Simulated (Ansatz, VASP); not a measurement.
Given: the input of a run of Ansatz 0.2.0 on PtSe.

input.yaml

```yaml
crystal:
  lattice:
    - [3.6770248141, 0.0, 0.0]
    - [-1.8385124021, 3.184396902, 0.0]
    - [0.0, 0.0, 3.5885940374]
  atoms:
    - { symbol: Pt, position: [0.0, 0.0, 0.0] }
    - { symbol: Se, position: [0.6666666667, 0.3333333333, 0.5] }
hamiltonian:
  xc: pbe
  pseudopotentials: { kind: paw }
kpoints:
  mp_grid: { grid: [8, 8, 7] }
scf:
  occupations: { method: fermi_dirac, width: 0.05 }
output:
  forces: true
  stress: true
  eigenvalues: true
```

Potentials or basis: Ansatz PAW.

Run with:

```console
$ ansatz run input.yaml --threads 1 --pin off --max-ram 3584MiB --backend cpu --events-out ev --progress --plain --runs-dir out
```

Problem. Translate it to VASP 6.6.1. Potentials there: VASP PAW PBE potentials, release 64 (Pt, Se).

Solution. As run (the cutoff follows the program's own potentials):

File INCAR:

```
ALGO     = Normal         # electronic algorithm
EDIFF    = 1E-6           # SCF threshold, eV
ENCUT    = 520            # plane-wave cutoff, eV
GGA      = PE             # functional
ISIF     = 2              # what is computed and relaxed
ISMEAR   = -1             # smearing method
LASPH    = T              # aspherical terms in the spheres
LCHARG   = F              # write CHGCAR
LREAL    = F              # projectors in reciprocal space
LWAVE    = F              # write WAVECAR
NBANDS   = 15             # bands
NELM     = 60             # most SCF steps
PREC     = Accurate       # precision mode
SIGMA    = 0.05           # smearing width, eV
```

KPOINTS

```
k-points
0
Gamma
  8 8 7
```

POSCAR

```
PtSe
1.0
    3.6770248141      0.0000000000      0.0000000000
   -1.8385124021      3.1843969020      0.0000000000
    0.0000000000      0.0000000000      3.5885940374
Pt Se
1 1
Direct
    0.0000000000      0.0000000000      0.0000000000
    0.6666666667      0.3333333333      0.5000000000
```

Potentials or basis: VASP PAW PBE potentials, release 64 (Pt, Se).

Run with:

```console
$ cat potpaw_PBE.64/Pt/POTCAR potpaw_PBE.64/Se/POTCAR > POTCAR
$ mpirun -np 1 vasp_std > vasp.out
```

Both were run:

|  | VASP | Ansatz | Ansatz less VASP |
| --- | --- | --- | --- |
| gap on the k mesh at the Fermi level (eV) | none | none | - |
| pressure (GPa) | -10.2 | -10.1 | +0.10 |
| largest component of the traceless stress (GPa) | 3.07 | 3.05 | -0.019 |

A gap of «none» marks a metal or a gap that the smearing closes. The two sets of potentials don't hold the same shells in valence.

The runs have no spin-orbit coupling, so splittings on Pt are missing.
